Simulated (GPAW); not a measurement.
# Au (Fm-3m) in GPAW: a series of runs

The runs below take Au through band structure, equation of state, with PBE, LDA, PBEint, PBEsol+D3(BJ).

Program: GPAW 26.7.0. These are calculated values, not measurements. Logs are shortened: lines on timing, memory, paths and dates and some standing lists are left out, and cuts for length are marked. The log counts tension as positive stress, the text compression.

**Measured values to compare with.**

From “Exploring toroidal anvil profiles for larger sample volumes above 4 Mbar”, 2024, pmc:11102561, for a bulk crystal of Au: bulk modulus 167 GPa.

How close the calculation comes is told below.

**1. Starting point**

Symmetry: Fm-3m, No. 225, cubic system. The conventional cell has a = 4.070 Å, b = 4.070 Å, c = 4.070 Å, α = 90.00°, β = 90.00°, γ = 90.00°. Au (site symmetry m-3m) is surrounded by 12 Au at 2.88 Å.

**2. Band structure, PBE**

Contents of run.py:

```python
from ase import Atoms
from ase.dft.bandgap import bandgap
from ase.io import write
from ase.units import GPa
from gpaw import GPAW, PW, setup_paths

setup_paths.insert(0, '.')

atoms = Atoms(['Au'],
              cell=[[0.0, 2.035, 2.035],
                    [2.035, 0.0, 2.035],
                    [2.035, 2.035, 0.0]],
              scaled_positions=[[0.0, 0.0, 0.0]],
              pbc=True)

calc = GPAW(mode=PW(600),
            xc='PBE',
            kpts={'size': (11, 11, 11), 'gamma': True},
            occupations={'name': 'fermi-dirac', 'width': 0.05},
            setups={'Au': 'jth'},
            nbands=-9,
            convergence={'density': 1e-05, 'energy': 1e-05},
            maxiter=150,
            txt='gpaw.txt')
atoms.calc = calc
energy = atoms.get_potential_energy()
forces = atoms.get_forces()
stress = atoms.get_stress()
calc.write('gs.gpw')
write('result.traj', atoms)
print(f'Energy: {energy:.6f} eV')
print('Forces (eV/A):')
print(forces.round(4))
print('Stress (GPa):', (stress / GPa).round(3))
print('Fermi level:', round(calc.get_fermi_level(), 4), 'eV')
print(f'Gap: {bandgap(calc)[0]:.4f} eV, direct: {bandgap(calc, direct=True)[0]:.4f} eV')

path = atoms.cell.bandpath('GXWKGLUWLK,UX', npoints=80, eps=1e-4)
bs_calc = calc.fixed_density(kpts=path, symmetry='off', nbands=-16,
                             convergence={'bands': 'CBM+6.0', 'eigenstates': 1e-6}, txt='bands.txt')
bs = bs_calc.band_structure()
bs.write('bs.json')
print(f'Gap on the path: {bandgap(bs_calc)[0]:.4f} eV')
```

Potentials or basis: JTH PAW 2.0, PBE, pw.

On the command line:

```sh
> OMP_NUM_THREADS=1 python run.py
```

gpaw.txt:

```text
__  _  _
 | _ |_)|_||  |
 |__||  | ||/\| - 26.7.0

Input parameters:
  mode=PW(ecut=600.0),
  convergence={'density': 1e-05, 'energy': 1e-05},
  kpts=MonkhorstPack(size=(11, 11, 11), gamma=True),
  maxiter=150,
  nbands=-9,
  occupations=Occupations(name='fermi-dirac', width=0.05),
  setups={'Au': 'jth'},
  xc=XC(name='PBE')

Diagonalizing LCAO Hamiltonian
Converting LCAO to pw mode

       Au

Atoms  # Å, Bohr magnetons
|   | symbol |        x |        y |        z |    initial magnetic moments |
|---|--------|----------|----------|----------|-----------------------------|
| 0 |     Au | 0.000000 | 0.000000 | 0.000000 | ( 0.0000,  0.0000,  0.0000) |

Unit cell  # Å
| periodic |        x |        y |        z |  lengths |    angles |
|----------|----------|----------|----------|----------|-----------|
|      yes | 0.000000 | 2.035000 | 2.035000 | 2.877925 | 60.000000 |
|      yes | 2.035000 | 0.000000 | 2.035000 | 2.877925 | 60.000000 |
|      yes | 2.035000 | 2.035000 | 0.000000 | 2.877925 | 60.000000 |

Number of symmetries: 48
Symmetry operations  # r_c * U_cc + t_c -> r_c
|    | kind |            matrix            |
|----|------|------------------------------|
|  0 |  σ   |  1, 0, 0,  1, 0,-1,  1,-1, 0 |
|  1 |  C2  |  1, 0, 0,  1,-1, 0,  1, 0,-1 |
|  2 |  E   |  1, 0, 0,  0, 1, 0,  0, 0, 1 |
|  3 |  σ   |  1, 0, 0,  0, 0, 1,  0, 1, 0 |
|  4 |  C4  |  1, 0,-1,  1, 0, 0,  1,-1, 0 |
|  5 |  S6  |  1, 0,-1,  1,-1, 0,  1, 0, 0 |
|  6 |  σ   |  1, 0,-1,  0, 1,-1,  0, 0,-1 |
|  7 |  C3  |  1, 0,-1,  0, 0,-1,  0, 1,-1 |
|  8 |  S6  |  1,-1, 0,  1, 0, 0,  1, 0,-1 |
|  9 |  C4  |  1,-1, 0,  1, 0,-1,  1, 0, 0 |
| 10 |  C3  |  1,-1, 0,  0,-1, 1,  0,-1, 0 |
| 11 |  σ   |  1,-1, 0,  0,-1, 0,  0,-1, 1 |
| 12 |  σ   |  0, 1, 0,  1, 0, 0,  0, 0, 1 |
| 13 |  C4  |  0, 1, 0,  0, 1,-1, -1, 1, 0 |
| 14 |  C3  |  0, 1, 0,  0, 0, 1,  1, 0, 0 |
| 15 |  S6  |  0, 1, 0, -1, 1, 0,  0, 1,-1 |
| 16 |  C2  |  0, 1,-1,  1, 0,-1,  0, 0,-1 |
| 17 |  σ   |  0, 1,-1,  0, 1, 0, -1, 1, 0 |
| 18 |  S4  |  0, 1,-1,  0, 0,-1,  1, 0,-1 |
| 19 |  C4  |  0, 1,-1, -1, 1, 0,  0, 1, 0 |
| 20 |  C3  |  0, 0, 1,  1, 0, 0,  0, 1, 0 |
| 21 |  σ   |  0, 0, 1,  0, 1, 0,  1, 0, 0 |
| 22 |  S6  |  0, 0, 1,  0,-1, 1, -1, 0, 1 |
| 23 |  C4  |  0, 0, 1, -1, 0, 1,  0,-1, 1 |
| 24 |  S4  |  0, 0,-1,  1, 0,-1,  0, 1,-1 |
| 25 |  C3  |  0, 0,-1,  0, 1,-1,  1, 0,-1 |
| 26 |  C2  |  0, 0,-1,  0,-1, 0, -1, 0, 0 |
| 27 |  S6  |  0, 0,-1, -1, 0, 0,  0,-1, 0 |
| 28 |  S4  |  0,-1, 1,  1,-1, 0,  0,-1, 0 |
| 29 |  C4  |  0,-1, 1,  0, 0, 1, -1, 0, 1 |
| 30 |  C2  |  0,-1, 1,  0,-1, 0,  1,-1, 0 |
| 31 |  σ   |  0,-1, 1, -1, 0, 1,  0, 0, 1 |
| 32 |  C3  |  0,-1, 0,  1,-1, 0,  0,-1, 1 |
| 33 |  S6  |  0,-1, 0,  0, 0,-1, -1, 0, 0 |
| 34 |  S4  |  0,-1, 0,  0,-1, 1,  1,-1, 0 |
| 35 |  C2  |  0,-1, 0, -1, 0, 0,  0, 0,-1 |
| 36 |  C2  | -1, 1, 0,  0, 1, 0,  0, 1,-1 |
| 37 |  S6  | -1, 1, 0,  0, 1,-1,  0, 1, 0 |
| 38 |  S4  | -1, 1, 0, -1, 0, 1, -1, 0, 0 |
| 39 |  C3  | -1, 1, 0, -1, 0, 0, -1, 0, 1 |
| 40 |  S6  | -1, 0, 1,  0, 0, 1,  0,-1, 1 |
| 41 |  C2  | -1, 0, 1,  0,-1, 1,  0, 0, 1 |
| 42 |  C3  | -1, 0, 1, -1, 1, 0, -1, 0, 0 |
| 43 |  S4  | -1, 0, 1, -1, 0, 0, -1, 1, 0 |
| 44 |  C2  | -1, 0, 0,  0, 0,-1,  0,-1, 0 |
| 45 |  i   | -1, 0, 0,  0,-1, 0,  0, 0,-1 |
| 46 |  σ   | -1, 0, 0, -1, 1, 0, -1, 0, 1 |
| 47 |  C2  | -1, 0, 0, -1, 0, 1, -1, 1, 0 |

BZ-sampling:
  Number of BZ points: 1331
  Number of IBZ points: 56

  Monkhorst-Pack size: [11, 11, 11]
  Monkhorst-Pack shift: [0, 0, 0]

K-points  # in reciprocal-cell coordinates
|     |                                coordinates |     weight |
|-----|--------------------------------------------|------------|
|   0 | (  0.00000000,   0.00000000,   0.00000000) | 0.00075131 |
|   1 | (  0.09090909,   0.09090909,   0.00000000) | 0.00450789 |
|   2 | (  0.09090909,   0.09090909,   0.09090909) | 0.00601052 |
|   3 | (  0.18181818,   0.09090909,   0.09090909) | 0.00901578 |
|   4 | (  0.18181818,   0.18181818,   0.00000000) | 0.00450789 |
|   5 | (  0.18181818,   0.18181818,   0.09090909) | 0.01803156 |
|   6 | (  0.18181818,   0.18181818,   0.18181818) | 0.00601052 |
|   7 | (  0.27272727,   0.18181818,   0.09090909) | 0.01803156 |
|   8 | (  0.27272727,   0.18181818,   0.18181818) | 0.01803156 |
|   9 | (  0.27272727,   0.27272727,   0.00000000) | 0.00450789 |
| ... |                                            |            |
|  55 | (  0.45454545,   0.45454545,   0.45454545) | 0.00601052 |

Plane wave coefficients: 572
Cutoff: 600.0 eV

Spin-components: 1 (collinear spins)
Bands:           14
Projectors:      6
Spin-degeneracy: 2
Datatype:        complex128

Parallelization:
  kpt:    1
  domain: 1
  band:   1

Density:
  Valence electrons: 11.0
  Components: 1
  Grid points: [18 18 18]
  Charge: 0.0  # |e|

Potential:
  Grid points: [18 18 18]

species:
  Au:
    name:    Gold
    Z:       79.0
    valence: 11
    core:    68
    charge:  0.0  # [|e|]
    compensation charges:
      type: sinc
      rc: 1.20  # [Å]
      lmax: 2
    cutoffs:
      filter: 1.33  # [Å]
      core: 2.85  # [Å]
    projectors
    | kind |    occ | energy [eV] | rcut [Å] |
    |------|--------|-------------|----------|
    |   6s |  1.000 |      -5.762 |    1.328 |
    |    s |        |      37.416 |    1.328 |
    |   6p |  0.000 |      -0.770 |    1.328 |
    |    p |        |      61.226 |    1.328 |
    |   5d | 10.000 |      -6.877 |    1.328 |
    |    d |        |      13.606 |    1.328 |

    Using partial waves for Au as LCAO basis

Reference energy: -517339.356871  # eV

eigensolver:
  PPCG
  Converge bands: occupied
  niter=2

density mixing:
  MSR1-Mixer
  Pratt-step length: 0.05
  Maximum mixing coefficient: 0.75
  Old densities: 10
  SVD Regularization: 0.005
  Good broyden scale: 1.0
  Trust region scale: 1.0
  Backstep threshold: 4.0
  History deletion threshold: 6.0
  Fourier metric: weight=20.0, sigma=0.015

occupation numbers:
  Fermi-Dirac:
    width: 0.0500  # eV

poisson solver:
  ecut: 4800.0  # eV

xc functional:
  name: PBE with 2 nearest neighbor stencil

convergence criteria:
- Maximum integral of absolute [dens]ity change: 1e-05 electrons / valence electron
- Maximum [total energy] change in last 3 cyles: 1e-05 eV / valence electron
- Maximum integral of absolute [eigenst]ate change: 4e-08 eV^2 / valence electron
maximum number of iterations: 150

SCF iterations
|iter     | |      energy | eigst |  dens |
|---------|-|-------------|-------|-------|
|iter:   1| |   -3.087589 | +0.06 |       |
|iter:   2| |   -3.153171 | -1.00 | -1.14 |
|iter:   3| |   -3.075693 | -0.80 | -1.16 |
|iter:   4| |   -2.954012 | -1.61 | -1.41 |
|iter:   5| |   -2.949321 | -3.17 | -2.03 |
|iter:   6| |   -2.949434 | -3.91 | -3.08 |
|iter:   7| |   -2.949455 | -5.02 | -3.12 |
|iter:   8| |   -2.949451c| -5.46 | -3.72 |
|iter:   9| |   -2.949452c| -6.99 | -4.89 |
|iter:  10| |   -2.949452c| -7.50c| -5.36c|

Converged in 10 steps
Energy contributions relative to reference atoms: (reference = -517339.356871)

Energy contributions:
  Kinetic:          -5.158660
  Coulomb:           4.382877
  Zero:              0.046101
  External:          0.000000
  Xc:               -2.219099
  Entropy:          -0.001341
  Spinorbit:         0.000000
  ----------------------------
  Free energy:      -2.950122
  Extrapolated:     -2.949452

dipole moment: (-15.909098, -15.909098, -15.909098)  # |e|*Ang

Fermi level: 8.708
Eigenvalues  # (at kpt = [0.000, 0.000, 0.000])
| band index |      eig [eV] | occ [0-2] |
|------------|---------------|-----------|
|          0 |        -1.302 |     2.000 |
|          1 |         3.931 |     2.000 |
|          2 |         3.931 |     2.000 |
|          3 |         3.931 |     2.000 |
|          4 |         5.472 |     2.000 |
|          5 |         5.472 |     2.000 |
|          6 |        23.882 |     0.000 |
|          7 |        27.835 |     0.000 |
|          8 |        27.835 |     0.000 |
|          9 |        27.835 |     0.000 |
|         10 |        32.279 |     0.000 |
|         11 |        36.651 |     0.000 |
|         12 |        38.713 |     0.000 |
|         13 |        38.794 |     0.000 |

No gap
No difference between direct/indirect transitions

Forces  # eV/Ang
|       x |       y |       z |
|---------|---------|---------|
| 0.00000 | 0.00000 | 0.00000 |  # Au   0

Stress tensor  # eV/Ang^3
|         x |         y |         z |
|-----------|-----------|-----------|
| -0.066102 | -0.000000 |  0.000000 |
| -0.000000 | -0.066102 |  0.000000 |
|  0.000000 |  0.000000 | -0.066102 |

# Writing to gs.gpw (mode='')
```

stdout:

```text
Energy: -2.949452 eV
Forces (eV/A):
[[0. 0. 0.]]
Stress (GPa): [-10.591 -10.591 -10.591   0.      0.     -0.   ]
Fermi level: 8.7083 eV
Gap: 0.0000 eV, direct: 0.0000 eV
Gap on the path: 0.0000 eV
```

bands.txt:

```text
Diagonalizing LCAO Hamiltonian
Converting LCAO to pw mode
convergence criteria:
- Maximum integral of absolute [eigenst]ate change: 1e-06 eV^2 / valence electron
maximum number of iterations: 150

SCF iterations
|iter     | |      energy | eigst |  dens |
[... 87 lines left out ...]
         [0.41666667, 0.41666667, 0.66666667],
         [0.40277778, 0.40277778, 0.69444444],
         [0.38888889, 0.38888889, 0.72222222],
         [0.375     , 0.375     , 0.75      ],
         [0.625     , 0.25      , 0.625     ],
         [0.59375   , 0.1875    , 0.59375   ],
         [0.5625    , 0.125     , 0.5625    ],
         [0.53125   , 0.0625    , 0.53125   ],
         [0.5       , 0.        , 0.5       ]])),
  maxiter=150,
  nbands=-16,
  occupations=Occupations(name='fermi-dirac', width=0.05),
  setups={'Au': 'jth'},
  symmetry=Symmetry(point_group=False, time_reversal=False),
  xc=XC(name='PBE')
```

Run time: 13 s. Hardware: 1 thread of AMD EPYC 9R45 (Zen 5), shared host; peak memory 0.18 GiB.

What came out:

| Quantity | Value |
| --- | --- |
| Free energy | -2.9501 eV |
| Pressure | 10.6 GPa |
| Band gap along the path | none (metal or under the smearing width) |

Levels at the corners of the path, in eV from the Fermi level:
```csv
point,band 1,band 2,band 3,band 4,band 5,band 6,band 7
Γ,-10.01,-4.78,-4.78,-4.78,-3.24,-3.24,15.17
X,-7.20,-6.88,-2.06,-1.68,-1.68,0.97,5.83
W,-6.08,-5.26,-5.26,-3.39,-1.68,4.80,6.33
K,-6.58,-5.95,-3.91,-2.94,-2.13,3.91,4.68
Γ,-10.01,-4.78,-4.78,-4.78,-3.24,-3.24,15.17
L,-7.45,-4.82,-4.82,-2.01,-2.01,-1.04,3.10
U,-6.58,-5.95,-3.91,-2.94,-2.13,3.91,4.68
W,-6.08,-5.26,-5.26,-3.39,-1.68,4.80,6.33
L,-7.45,-4.82,-4.82,-2.01,-2.01,-1.04,3.10
K,-6.58,-5.95,-3.91,-2.94,-2.13,3.91,4.68
U,-6.58,-5.95,-3.91,-2.94,-2.13,3.91,4.68
X,-7.20,-6.88,-2.06,-1.68,-1.68,0.97,5.83
```

Caveat: the program truncates these outside data sets; spin-orbit coupling is left out, which moves the levels of the heavy elements.

**3. Band structure, LDA**

Contents of run.py:

```python
from ase.dft.bandgap import bandgap
from ase.io import write
from ase.spacegroup import crystal
from ase.units import GPa
from gpaw import GPAW, PW, setup_paths

setup_paths.insert(0, '.')

# Au 4a
atoms = crystal(['Au'],
                basis=[[0.0, 0.0, 0.0]],
                spacegroup=225, setting=1,  # Fm-3m
                cellpar=[4.07, 4.07, 4.07, 90.0, 90.0, 90.0],
                primitive_cell=True)

calc = GPAW(mode=PW(600),
            xc='LDA',
            kpts={'size': (11, 11, 11), 'gamma': True},
            occupations={'name': 'fermi-dirac', 'width': 0.05},
            nbands=14,
            convergence={'density': 1e-05, 'energy': 1e-05},
            maxiter=150,
            txt='gpaw.txt')
atoms.calc = calc
energy = atoms.get_potential_energy()
forces = atoms.get_forces()
stress = atoms.get_stress()
calc.write('gs.gpw')
write('result.traj', atoms)
print(f'Energy: {energy:.6f} eV')
print('Forces (eV/A):')
print(forces.round(4))
print('Stress (GPa):', (stress / GPa).round(3))
print('Fermi level:', round(calc.get_fermi_level(), 4), 'eV')
print(f'Gap: {bandgap(calc)[0]:.4f} eV, direct: {bandgap(calc, direct=True)[0]:.4f} eV')

path = atoms.cell.bandpath('GXWKGLUWLK,UX', npoints=60, eps=1e-4)
bs_calc = calc.fixed_density(kpts=path, symmetry='off', nbands=21,
                             convergence={'bands': 'CBM+6.0', 'eigenstates': 1e-6}, txt='bands.txt')
bs = bs_calc.band_structure()
bs.write('bs.json')
print(f'Gap on the path: {bandgap(bs_calc)[0]:.4f} eV')
```

Potentials or basis: PAW data sets generated in the run's folder for this functional, pw.

On the command line:

```sh
> gpaw-setup -f LDA Au
> OMP_NUM_THREADS=1 python run.py
```

Run time: 10 s. Hardware: 1 thread of AMD EPYC 9R45 (Zen 5), shared host; peak memory 0.17 GiB.

Results (log left out):

```yaml
Free_energy: -4.3766 eV
Pressure: 0.3 GPa
Band_gap_along_the_path: none (metal or under the smearing width)
```

Levels at the corners of the path, in eV from the Fermi level:
| point | band 2 | band 3 | band 4 | band 5 | band 6 | band 7 |
| --- | --- | --- | --- | --- | --- | --- |
| Γ | -4.75 | -4.75 | -4.75 | -3.19 | -3.19 | 16.10 |
| X | -6.85 | -2.00 | -1.62 | -1.62 | 0.94 | 5.82 |
| W | -5.23 | -5.23 | -3.34 | -1.62 | 4.82 | 6.34 |
| K | -5.93 | -3.89 | -2.89 | -2.08 | 3.93 | 4.67 |
| Γ | -4.75 | -4.75 | -4.75 | -3.19 | -3.19 | 16.10 |
| L | -4.79 | -4.79 | -1.95 | -1.95 | -1.08 | 3.11 |
| U | -5.93 | -3.89 | -2.89 | -2.08 | 3.93 | 4.67 |
| W | -5.23 | -5.23 | -3.34 | -1.62 | 4.82 | 6.34 |
| L | -4.79 | -4.79 | -1.95 | -1.95 | -1.08 | 3.11 |
| K | -5.93 | -3.89 | -2.89 | -2.08 | 3.93 | 4.67 |
| U | -5.93 | -3.89 | -2.89 | -2.08 | 3.93 | 4.67 |
| X | -6.85 | -2.00 | -1.62 | -1.62 | 0.94 | 5.82 |

Caveat: with this Au data set, volumes or pressures lay over 1.5 % or 2 GPa off other programs in two to four cells of ten; spin-orbit coupling is left out, which moves the levels of the heavy elements.

(Part 1 of 3 ends here.)
